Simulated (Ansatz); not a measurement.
**LDA, PBE, PBEsol and r²SCAN on BeS**

```
CELL_PARAMETERS angstrom
0.00000 2.42500 2.42500
2.42500 0.00000 2.42500
2.42500 2.42500 0.00000
ATOMIC_POSITIONS crystal
Be 0.00000 0.00000 0.00000
S 0.75000 0.75000 0.75000
```

Atoms are numbered in the order listed.

The cell is COD entry 9008836, as deposited and not checked against the literature; nothing was relaxed. It is an old determination, and later ones may differ.

One fixed cell is solved with several functionals by PAW with the default files in Ansatz 0.2.0, scalar-relativistically. A positive pressure means that the functional wants a larger cell.

The PAW files were made with PBE; their cores are remade for each functional.

The runs use a Γ-centred 9×9×9 k mesh, Fermi–Dirac smearing of 0.02 eV, cutoff 420 eV, no spin polarisation.

Cutoffs: PBE 420 eV, LDA 420 eV, PBEsol 420 eV, r²SCAN 500 eV.

```csv
setting,P (GPa),gap over the k mesh and a high-symmetry path (eV),"lowest level at Γ above −25 eV, from the valence-band top or, without a gap, the Fermi level (eV)"
PBE,1.54,3.11,-13.69
LDA,-3.20,2.90,-13.67
PBEsol,-0.71,2.92,-13.71
r²SCAN,1.14,3.56,-14.30
```
